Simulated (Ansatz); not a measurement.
## P: an elastic constant from a strain scan

All numbers below come from DFT PBE+D3(BJ), scalar-relativistic, plane waves, PAW (Ansatz 0.2.0). The runs took a 420 eV cutoff, a Γ-centred 24×24×24 mesh and Gaussian smearing (0.15 eV). No spin polarisation. Energies are free energies at this smearing, counted from the undisturbed cell; pressure is positive in compression.

Zero of the scan (relaxed at this level; with this scan's settings it stands at -0.1 GPa; this form isn't the usual structure):

```
P
1.0
     1.71385    0.98949    2.91891
    -1.71385    0.98949    2.91891
     0.00000   -1.97898    2.91891
P
2
Direct
  0.23367 0.23367 0.23367
  0.76633 0.76633 0.76633
```

The cell is strained by ε times the Voigt pattern (0, 0, 0, 0, 0, 1) (xx, yy, zz, yz, xz, xy; engineering shear) with fractional coordinates fixed. The cell holds 2 atoms in V0 = 29.70 Å³. The stress column is τ = (1/V0) dE/dε, got from the stress tensor σ (compression positive) at each point as −det(1 + εP) σ : P(1 + εP)⁻¹, with P the pattern as a tensor.

| ε | ΔE (meV/atom) | τ (GPa) |
| --- | --- | --- |
| -0.0350 | 4.265 | -2.681 |
| -0.0300 | 3.117 | -2.274 |
| -0.0200 | 1.374 | -1.492 |
| -0.0100 | 0.342 | -0.739 |
| 0.0000 | 0.000 | 0.000 |
| 0.0100 | 0.342 | 0.739 |
| 0.0200 | 1.374 | 1.492 |
| 0.0300 | 3.117 | 2.274 |
| 0.0350 | 4.265 | 2.681 |
| 0.0400 | ? | ? |

**Question.** Which combination of elastic constants does this scan measure, and how large is it?

**Answer.** For small ε, τ = τ0 + Kε with K = pᵀCp, which for this pattern is C66 in the Cartesian frame shown. The parabola through τ at ε = -0.0100, 0 and 0.0100 has slope K = 74 GPa at zero. The energies per cell, E = NΔE, of the same two points give K = 2[E(ε₊)/ε₊ − E(ε₋)/ε₋]/[(ε₊ − ε₋)V0] = 74 GPa, in agreement. These are clamped-ion values.

**Question.** Predict the withheld row at ε = 0.0400 from the harmonic law, and compare.

**Answer.** ΔE = V0(τ0 ε + Kε²/2)/N = 5.477 meV/atom and τ = 2.95 GPa. The calculation gives 5.605 meV/atom and 3.10 GPa, a miss of 2.3 % of the harmonic energy, so the harmonic law still holds here.

Forces appear on the atoms along this scan, and letting them relax would lower the energy and soften the response. In a metal these slopes depend on the k mesh and the smearing.